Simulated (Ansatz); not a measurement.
**Phases of SnO2 at 150 GPa**

Structure types of SnO2 are relaxed in primitive cells with their symmetry kept at 150 GPa, on PAW files; LAPW relaxes the small cells further and takes the PAW cell for the others (marked *). The enthalpy is E + pV at zero temperature, without zero-point motion. Only the types listed were tried, and differences under about 5 meV/atom are mesh noise. The real phase may be another.

Computed with Ansatz 0.2.0; functional PBE, scalar-relativistic. Settings: Fermi–Dirac smearing of 0.08 eV, no spin polarisation. Methods: LAPW: all electrons, basis error target 0.5 meV/atom; PAW: frozen-core files, cutoff 420 eV.

k meshes: rutile 8×8×12, fluorite 12×12×12.

Spin–orbit coupling is left out, which matters for the heavy atoms.

Task: Which type is lowest in enthalpy, and by how much?

Result: fluorite, 581 meV/atom below rutile. The whole table:

```csv
start type,ends as,"a, b, c (Å)",V (Å³/atom),"H − H(lowest), LAPW (meV/atom)","same, PAW"
rutile*,"rutile, P4_2/mnm","4.134, 4.134, 3.055",8.70,580.5,582.0
fluorite,"fluorite, Fm-3m","4.576, 4.576, 4.576",7.98,0.0,0.0
```
